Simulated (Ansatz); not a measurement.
Input of an Ansatz 0.2.0 run:

input.yaml

```yaml
crystal:
  lattice:
    - [0.0, 2.701992, 2.701992]
    - [2.701992, 0.0, 2.701992]
    - [2.701992, 2.701992, 0.0]
  atoms:
    - { symbol: Pb, position: [0.0, 0.0, 0.0], spin: 0.501, spin_axis: [0.289, 0.289, 0.289] }
    - { symbol: O, position: [0.75, 0.75, 0.75] }
    - { symbol: O, position: [0.25, 0.25, 0.25] }
hamiltonian:
  xc: { exchange: rpw86, correlation: pbe }
  pseudopotentials: { kind: paw_fr }
  dispersion: d4
magnetization:
  noncollinear: true
  spin_orbit: true
kpoints:
  mp_grid: { grid: [9, 9, 9] }
scf:
  occupations: { method: cold, width: 0.025 }
output:
  forces: true
  stress: true
  eigenvalues: true
  write_density: true
  write_potential: true
  elf: true
  volumetric_format: npy
```

Potentials or basis: Ansatz PAW.

Launch:

```sh
$ ansatz run input.yaml --threads 2 --pin off --max-ram 5120MiB --backend cpu --events-out ev --progress --plain --runs-dir out
```

Q: Estimate the net moment.

A: 0.00 μB per cell.

Q: Predict the absolute moment.

A: 0.00 μB per cell.

Moments on the atoms (μB; x, y, z):
```
Pb  0.00 0.00 0.00
O   0.00 0.00 0.00
O   0.00 0.00 0.00
```

Caveat: the starting moments weren't kept.
